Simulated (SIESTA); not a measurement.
Crystal: Fe.

```
Fe
1.0
    -1.44300    1.44300    1.44300
     1.44300   -1.44300    1.44300
     1.44300    1.44300   -1.44300
Fe
1
Direct
  0.00000 0.00000 0.00000
```

* Program: SIESTA 5.4.2
* Task: single point
* Functional: PBE
* Potentials or basis: PseudoDojo 0.4 standard (PBE files)
* Basis: DZP (energy shift 0.002 Ry)
* Grid cutoff: 800 Ry
* Energy shift: 0.002 Ry
* k mesh: 13 × 13 × 13
* Occupations: fermi-dirac, width 0.05 eV
* Spin: collinear spin, ferromagnetic start
* Starting moments: [3.0] μB

On this cell: pressure -6.1 GPa; net moment 2.44 μB per cell; site moments Fe +2.44 μB; band gap on the k mesh none (metal or under the smearing width).

The same run follows on a disturbed copy (cell strained at random at fixed volume):

```xyz
1
Lattice="-1.4815 1.4342 1.4590 1.4675 -1.4310 1.4417 1.4535 1.4030 -1.4557" Properties=species:S:1:pos:R:3 pbc="T T T"
Fe   -0.0126   -0.0290   -0.0073
```

What changes?

The energy (extrapolated to zero smearing) moves by +2.2 meV/atom; pressure -6.0 GPa; net moment 2.45 μB per cell; site moments Fe +2.45 μB; band gap on the k mesh none (metal or under the smearing width).

Stress tensor (GPa, compression positive):
```
-7.26  1.01  0.82
 1.01 -4.48 -0.05
 0.82 -0.05 -6.16
```

Caveats: semicore shells carry a single zeta, which can move pressures by several GPa and volumes by a few percent; the basis of atomic orbitals isn't converged, which shifts pressures, moduli and gaps.
